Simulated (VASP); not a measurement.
**VASP inputs for S (strained database structure)**

INCAR

```
NBANDS = 27
EDIFF = 1E-7
LREAL = .FALSE.
GGA = PE
ISMEAR = -1
NELM = 120
LASPH = .TRUE.
NSW = 0
LWAVE = .FALSE.
IBRION = -1
LCHARG = .FALSE.
ISIF = 2
SIGMA = 0.02
PREC = Accurate
ENCUT = 520
```

KPOINTS

```
KPOINTS created by Atomic Simulation Environment
0
Gamma
6 6 6
0 0 0
```

KPOINTS_OPT

```
special points
6
Reciprocal
0.0000000000 0.0000000000 0.0000000000 1
0.5000000000 0.0000000000 0.0000000000 1
0.5000000000 -0.5000000000 0.5000000000 1
0.2005166863 -0.7994833137 0.2005166863 1
0.5000000000 -0.5000000000 0.0000000000 1
0.2083330000 0.1614580000 -0.2343750000 1
```

POSCAR

```
S
 1.0000000000000000
     5.3612126934138606    3.0952975917013830    1.3522609694214835
    -5.3612126934138606    3.0952975917013830    1.3522609694214835
     0.0000000000000000   -6.1905951834746098    1.3522609692570333
 S
   6
Cartesian
  0.5747930417541239 -4.4104943392456226  1.7944640972392585
  3.5322036201295890  2.7030325456527433  1.7944640973652368
 -4.1069966618837119  1.7074617934975425  1.7944640973476056
 -0.5747930417541237  4.4104943391737788  2.2623188108607404
 -3.5322036201295886 -2.7030325457245867  2.2623188107347629
  4.1069966618837128 -1.7074617935693852  2.2623188107523946
```

VASP ran with the recommended PBE PAW datasets (36 valence electrons in the cell).

Q: What does this run give?

A: gap between bands v and c 1.77 eV; least direct gap 1.90 eV; pressure 2.2 GPa; largest force 0.05 eV/Å.

Band v is the last that the valence electrons fill when counted band by band, and c is the next. Levels in eV from the top of v:

```
point    v−1      v     c   c+1
    Γ  -0.98  -0.98  2.07  2.07
    L  -0.88  -0.31  2.19  2.56
    T  -1.47   0.00  1.90  1.90
  P_0  -1.12  -0.33  2.09  2.65
    F  -1.18  -0.84  1.99  2.54
```
